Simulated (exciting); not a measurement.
Write the native input for exciting (release sodium) that does the following.

| Property | Result |
| --- | --- |
| Task | single point |
| Functional | PBE |
| Potentials or basis | all-electron LAPW+lo, shipped species files, valence relativity iora* |
| rgkmax | 9 |
| k mesh | 11 × 11 × 11 |
| Occupations | gaussian, width 0.021 eV |
| Spin | no spin polarisation |
| outputlevel | normal |
| gmaxvr (cutoff of density and potential) | 14 1/bohr |
| lmaxapw (and lmaxmat) | 10 |
| lmaxvr | 8 |
| nempty | 12 |
| Valence relativity | iora* |
| epsengy | 1e-05 Ha |
| epspot | 1e-05 Ha |
| maxscl | 60 |
| Muffin-tin radii | Ti 2.0 bohr |

The system is Ti.

```
Ti
1.0
    -1.64100    1.64100    1.64100
     1.64100   -1.64100    1.64100
     1.64100    1.64100   -1.64100
Ti
1
Direct
  0.00000 0.00000 0.00000
```

This isn't the form of Ti at room conditions, which is hcp.

One way to write it, as run:

input.xml

```xml
<input>
  <title>Ti</title>
  <structure speciespath="./" tshift="false">
    <crystal scale="1">
      <basevect>-3.101040570511 3.101040570511 3.101040570511</basevect>
      <basevect>3.101040570511 -3.101040570511 3.101040570511</basevect>
      <basevect>3.101040570511 3.101040570511 -3.101040570511</basevect>
    </crystal>
    <species speciesfile="Ti.xml" rmt="2">
      <atom coord="0.000000000000 0.000000000000 0.000000000000"/>
    </species>
  </structure>
  <groundstate do="fromscratch" ngridk="11 11 11" rgkmax="9" gmaxvr="14" lmaxapw="10" lmaxmat="10" lmaxvr="8" xctype="GGA_PBE" stype="Gaussian" swidth="0.00077174" nempty="12" ValenceRelativity="iora*" epsengy="1e-05" epspot="1e-05" maxscl="60" tforce="true" outputlevel="normal"/>
</input>
```

Potentials or basis: all-electron LAPW+lo, shipped species files, valence relativity iora*.

Run with:

```sh
$ OMP_NUM_THREADS=1 exciting_smp
```

Results of the run:

- Band gap on the k mesh: none (metal or under the smearing width)
- All electrons inside the program's atomic spheres: Ti 19.52 (radii Ti 2.0 bohr)

Caveat: the log's total energy holds no entropy term; the free energy is that total less TS from the occupations.

Wall time 31 s on 1 thread of Arm Neoverse V1 (shared host), peak memory 0.09 GiB.
